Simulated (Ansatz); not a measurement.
Os: from a trial structure to a relaxed crystal

Level of theory: DFT PBE, scalar-relativistic, plane waves, PAW (Ansatz 0.2.0). Cutoff 420 eV, Γ-centred k mesh, Gaussian smearing, no spin polarisation in the final step.

The start puts Os on the lonsdaleite structure type (P6_3/mmc, No. 194), at a guessed volume.

```
Os
1.0
     3.42655    0.00000    0.00000
    -1.71328    2.96748    0.00000
     0.00000    0.00000    5.65381
Os
4
Direct
  0.33333 0.66667 0.43750
  0.66667 0.33333 0.93750
  0.66667 0.33333 0.56250
  0.33333 0.66667 0.06250
```

Cell and atoms relax at zero pressure; the relaxation can't lower the symmetry of the start. After a coarse first stage the cell is made exact in the group found at 0.06 Å.

Energies count from the standard state of Os at the same level.

(1) Describe the relaxed structure.

(2) What are its volume, energy, density and gap?

Answers

(1) It keeps P6_3/mmc (No. 194). The result has the lonsdaleite structure. Conventional cell: a = 3.836 Å, c = 6.730 Å. Os is coordinated by 4 Os at 2.38–2.48 Å.

Space group P6_3/mmc (No. 194). a = 3.836 Å, b = 3.836 Å, c = 6.730 Å, α = 90.00°, β = 90.00°, γ = 120.00°
```
atom site symmetry x y z
  Os    4f       3m.  0.3333  0.6667  0.4345
```

(2) The volume per atom is 21.45 Å³, the density is 14.73 g/cm³ and the energy over the standard structure is 1.31 eV/atom. The gap on the 12×12×6 mesh is 0 eV (a metal).

The final run used a 12×12×6 mesh on its 4-atom cell and 0.10 eV smearing. For metals, differences of a few meV/atom aren't resolved. Spin–orbit coupling is left out. Symmetry constrained the relaxation, so the result can be a saddle point. The steps took roughly 100 core-seconds in all.